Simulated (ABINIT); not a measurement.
Si and the effect of the functional

```
Si
1.0
     0.00000    2.72185    2.72185
     2.72185    0.00000    2.72185
     2.72185    2.72185    0.00000
Si
2
Direct
  0.50000 0.50000 0.50000
  0.75000 0.75000 0.75000
```

Kept alike: task single point; k mesh 6 × 6 × 6; occupations fixed; no spin polarisation. Program: ABINIT, PseudoDojo NC SR PBE v0.4.1 standard, cutoff 381 eV. The mesh is that of the run's cell of 2 atoms. No spin-orbit coupling.

| functional | band gap (eV) | pressure (GPa) |
| --- | --- | --- |
| PBE | 0.722 | 1.28 |
| PBE0 | 1.958 | -0.33 |

Pressure is positive in compression; the values hold the error of the finite cutoff, so their zero can differ a little from the energy's minimum. Runs of this series that gave no sound value for these columns are left out. A gap read on the mesh alone can miss an edge between its points. All rows use potentials made for PBE.

Q: What does the functional change here?

A: The band gap runs from 0.722 (PBE) to 1.958 eV (PBE0). Measured: 1.1 eV (arxiv:1111.5263); nearest PBE, 0.378 eV off. The runs are for a static lattice. The pressure runs from -0.33 (PBE0) to 1.28 GPa (PBE).
